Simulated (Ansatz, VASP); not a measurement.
**One calculation of BN (single layer cut from the bulk crystal), two programs**

Contents of INCAR:

```
ALGO = Normal
EDIFF = 1E-6
ENCUT = 520
GGA = PE
ISIF = 2
ISMEAR = 0
LASPH = True
LCHARG = False
LREAL = False
LWAVE = False
NBANDS = 11
NELM = 60
PREC = Accurate
SIGMA = 0.05
```

File KPOINTS:

```
k-points
0
Gamma
  30 30 1
```

File POSCAR:

```
BN
1.0
    2.5022435700      0.0000000000      0.0000000000
   -1.2511217800      2.1670064900      0.0000000000
    0.0000000000      0.0000000000     13.0024561700
B N
1 1
Direct
    0.6666666700      0.3333333300      0.5000000000
    0.3333333300      0.6666666700      0.5000000000
```

Input for Ansatz:

```yaml
crystal:
  lattice:
    - [2.50224357, 0.0, 0.0]
    - [-1.25112178, 2.16700649, 0.0]
    - [0.0, 0.0, 13.00245617]
  atoms:
    - { symbol: B, position: [0.66666667, 0.33333333, 0.5] }
    - { symbol: "N", position: [0.33333333, 0.66666667, 0.5] }
basis:
  ecutwfc: 420
kpoints:
  mp_grid: { grid: [30, 30, 1] }
hamiltonian:
  xc: pbe
scf:
  occupations: { method: gaussian, width: 0.05 }
output:
  forces: true
  eigenvalues: true
  eigenstates:
    nscf_kmesh: { grid: [72, 72, 1] }
    top_band: c6
    de_dk: true
    localisation: true
checkpoint:
  write: ck
  compress: false
  write_wavefunctions: false
  write_every: 100000
```

Alike in both runs: task single point; functional PBE; k mesh 30 × 30 × 1; occupations gaussian, width 0.05 eV; no spin polarisation.

|  | VASP | Ansatz |
| --- | --- | --- |
| version | VASP 6.6.1 | Ansatz 0.2.0 |
| potentials or method | VASP PAW PBE potentials, release 64 (B, N) | scalar-relativistic, plane waves, PAW |
| plane-wave cutoff (eV) | 520 | 420 |
| valence electrons in the cell | 8 | 8 |

```tsv
	VASP	Ansatz	Ansatz less VASP
gap on the k mesh at the Fermi level (eV)	4.65	4.65	-0.002
```
